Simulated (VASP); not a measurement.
Input of a VASP 6.6.1 run:

Contents of INCAR:

```
ALGO     = Normal         # electronic algorithm
EDIFF    = 1E-7           # SCF threshold, eV
ENCUT    = 520            # plane-wave cutoff, eV
GGA      = PE             # functional
ISIF     = 2              # what is computed and relaxed
ISMEAR   = -1             # smearing method
LASPH    = T              # aspherical terms in the spheres
LCHARG   = T              # write CHGCAR
LELF     = T              # ELF
LREAL    = F              # projectors in reciprocal space
LVHAR    = T            
LWAVE    = F              # write WAVECAR
NBANDS   = 11             # bands
NELM     = 80             # most SCF steps
PREC     = Accurate       # precision mode
SIGMA    = 0.05           # smearing width, eV
```

KPOINTS

```
k-points
0
Gamma
  9 9 9
```

Contents of POSCAR:

```
BAs
1.0
    2.9570103300      0.0000000000      0.0000000000
    0.0000000000      2.9570103300      0.0000000000
    0.0000000000      0.0000000000      2.9570103300
B As
1 1
Direct
    0.5000000000      0.5000000000      0.5000000000
    0.0000000000      0.0000000000      0.0000000000
```

Potentials or basis: VASP PAW PBE potentials, release 64 (B, As).

Launch:

```console
$ cat potpaw_PBE.64/B/POTCAR potpaw_PBE.64/As/POTCAR > POTCAR
$ mpirun -np 1 vasp_std > vasp.out
```

Problem. Predict the pressure.

Solution. -1.8 GPa.

Problem. Estimate the band gap on the k mesh.

Solution. None (metal or under the smearing width).
